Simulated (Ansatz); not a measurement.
**BP**

Computed with Ansatz (plane waves, PAW, 420 eV cutoff): PBEsol, scalar-relativistic, no spin polarisation, 12×12×12 k-mesh, Gaussian smearing of 0.05 eV. The datasets are Ansatz's generated set soft_2.

```
CELL_PARAMETERS angstrom
0.00000 2.26005 2.26005
2.26005 0.00000 2.26005
2.26005 2.26005 0.00000
ATOMIC_POSITIONS crystal
B 0.00000 0.00000 0.00000
P 0.75000 0.75000 0.75000
```

The chain of runs began from a cell as deposited in COD, expanded in volume.

Question: Which orbitals make up the states within about 0.6 eV of each band edge?

Answer: Valence edge: B 2p 55 %, P 3p 44 %. Conduction edge: B 2s 34 %, P 3p 30 %, B 2p 24 %. Shares are among the projected shells; the gap is 1.11 eV.

Density of states (tetrahedra, averaged over 0.5 eV; states/eV per cell of 2 atoms; energy in eV from the Fermi level; projections on Löwdin-orthogonalised atomic orbitals, summed over sites):

```
    E  total  P 3p  B 2p  B 2s  P 3s
-7.60   0.39  0.18  0.09  0.07  0.04
-7.10   0.33  0.15  0.09  0.05  0.04
-6.60   0.70  0.35  0.25  0.05  0.04
-6.10   0.73  0.36  0.27  0.06  0.04
-5.60   0.76  0.37  0.29  0.06  0.03
-5.10   0.87  0.43  0.36  0.05  0.03
-4.60   1.09  0.54  0.47  0.04  0.03
-4.10   1.04  0.52  0.46  0.04  0.02
-3.60   0.98  0.48  0.44  0.03  0.02
-3.10   0.92  0.45  0.43  0.02  0.01
-2.60   0.86  0.42  0.41  0.01  0.01
-2.10   0.55  0.26  0.27  0.01  0.01
-1.60   0.34  0.15  0.17  0.01  0.00
-1.10   0.19  0.08  0.10  0.00  0.00
-0.60   0.04  0.02  0.02  0.00  0.00
-0.10   0.00  0.00  0.00  0.00  0.00
 0.40   0.00  0.00  0.00  0.00  0.00
 0.90   0.17  0.04  0.03  0.05  0.02
 1.40   0.36  0.08  0.09  0.07  0.05
 1.90   0.51  0.12  0.15  0.08  0.06
 2.40   0.68  0.17  0.21  0.08  0.07
 2.90   0.91  0.24  0.30  0.08  0.09
 3.40   1.51  0.35  0.51  0.15  0.17
 3.90   0.75  0.20  0.26  0.04  0.07
 4.40   1.12  0.40  0.32  0.09  0.07
 4.90   1.30  0.44  0.34  0.12  0.08
 5.40   1.01  0.31  0.27  0.09  0.07
 5.90   0.81  0.24  0.22  0.07  0.05
```

The conduction edge mixes several shells, so no single label fits the gap.

Semilocal functionals underestimate band gaps, commonly by a third or more.
